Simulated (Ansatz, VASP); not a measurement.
**Two plane-wave programs on Cr**

Contents of INCAR:

```
SYSTEM = Cr
PREC = Accurate
ENCUT = 520
EDIFF = 1E-6
ISMEAR = 0
SIGMA = 0.05
LREAL = .False.
LASPH = .True.
NELM = 100
ALGO = Normal
ISIF = 2
LWAVE = .False.
LCHARG = .False.
GGA = CA
NBANDS = 12
```

The input KPOINTS:

```
Automatic mesh
0
Gamma
  22 22 22
  0 0 0
```

File POSCAR:

```
Cr
1.0
   -1.3942323889      1.3942323889      1.3942323889
    1.3942323889     -1.3942323889      1.3942323889
    1.3942323889      1.3942323889     -1.3942323889
Cr
1
Direct
    0.0000000000      0.0000000000      0.0000000000
```

Input for Ansatz:

```yaml
crystal:
  lattice:
    - [-1.3942323889, 1.3942323889, 1.3942323889]
    - [1.3942323889, -1.3942323889, 1.3942323889]
    - [1.3942323889, 1.3942323889, -1.3942323889]
  atoms:
    - { symbol: Cr, position: [0.0, 0.0, 0.0] }
basis:
  ecutwfc: 420
  ecutrho_ratio: 4
kpoints:
  mp_grid: { grid: [22, 22, 22] }
hamiltonian:
  xc: lda
scf:
  occupations: { method: gaussian, width: 0.05 }
output:
  forces: true
  stress: true
  eigenvalues: true
```

Alike in both runs: task single point; functional LDA; k mesh 22 × 22 × 22; occupations gaussian, width 0.05 eV; no spin polarisation.

|  | VASP | Ansatz |
| --- | --- | --- |
| version | VASP 6.6.1 | Ansatz 0.2.0 |
| potentials or method | VASP PAW LDA potentials, release 64 (Cr_pv) | scalar-relativistic, plane waves, PAW |
| plane-wave cutoff (eV) | 520 | 420 |
| valence electrons in the cell | 12 | 14 |

Ansatz gave:

```
gap on the k mesh at the Fermi level (eV) : none
pressure (GPa)                            : 0.0
```

Problem. Which values does VASP return?

Solution. gap on the k mesh at the Fermi level (eV): none; pressure (GPa): 0.1.

A gap of «none» marks a metal or a gap that the smearing closes. The two sets of potentials don't hold the same shells in valence.

Caveats: the run has no spin polarisation, though such a crystal can be magnetic. Spin polarisation is off, so any magnetic state and its effect on volume and gap are missing.
